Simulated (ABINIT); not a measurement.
Runs of ABINIT 10.8.3 (patched build) on CoO. The structure is cubic, space group Fm-3m (No. 225). The conventional cell has a = 4.263 Å, b = 4.263 Å, c = 4.263 Å, α = 90.00°, β = 90.00°, γ = 90.00°. Co (site symmetry m-3m) has 6 O at 2.13 Å as nearest neighbours. O (site symmetry m-3m) has 6 Co at 2.13 Å as nearest neighbours. 

```csv
task,level,potentials or basis,U,k mesh,cutoff (eV),fine-grid cutoff,double counting (usepawu),k mesh for the DOS,gap on the mesh (eV),pressure (GPa),moment (μB)
single point,PBEsol,PseudoDojo NC SR PBEsol v0.4.1 standard,-,11 × 11 × 11,1306,-,-,-,none,-11.1,2.98
single point,PBEsol,JTH PAW PBE v2.0,-,11 × 11 × 11,707,1306.15 eV,-,-,none,(a),2.95
projected density of states,LDA+U,JTH PAW PBE v2.0,Co d U = 6 eV,9 × 9 × 9,707,1306.15 eV,1,13 × 13 × 13,none,(d),3.00
single point,PBEsol,PseudoDojo NC SR PBEsol v0.4 stringent,-,11 × 11 × 11,1415,-,-,-,none,-11.2,2.97
projected density of states,LDA+U,JTH PAW PBE v2.0,Co d U = 4 eV,9 × 9 × 9,707,1306.15 eV,1,13 × 13 × 13,none,(c),3.00
projected density of states,LDA+U,JTH PAW PBE v2.0,Co d U = 0 eV,9 × 9 × 9,707,1306.15 eV,1,13 × 13 × 13,none,-19.3,2.85
projected density of states,LDA+U,JTH PAW PBE v2.0,Co d U = 2 eV,9 × 9 × 9,707,1306.15 eV,1,13 × 13 × 13,none,(b),3.00
```

Alike in all rows: spin collinear, ferromagnetic start; cell as given; smearing fermi-dirac 0.05 eV.

Question: Fill in the values left out.

Answer: (a) -11.0; (b) -16.8; (c) -15.9; (d) -14.8.

Caveats: a cell with one magnetic atom can't hold antiferromagnetic order, which such compounds often take; the PAW data sets were made with another functional, which shifts forces and pressure a little (some runs); semilocal functionals often make such compounds metallic where correlation or magnetic order opens a gap, which also shifts bond lengths (some runs).

A gap of «none» marks a metal or a gap under the smearing width.

Runs at the PBE level aren't shown here.
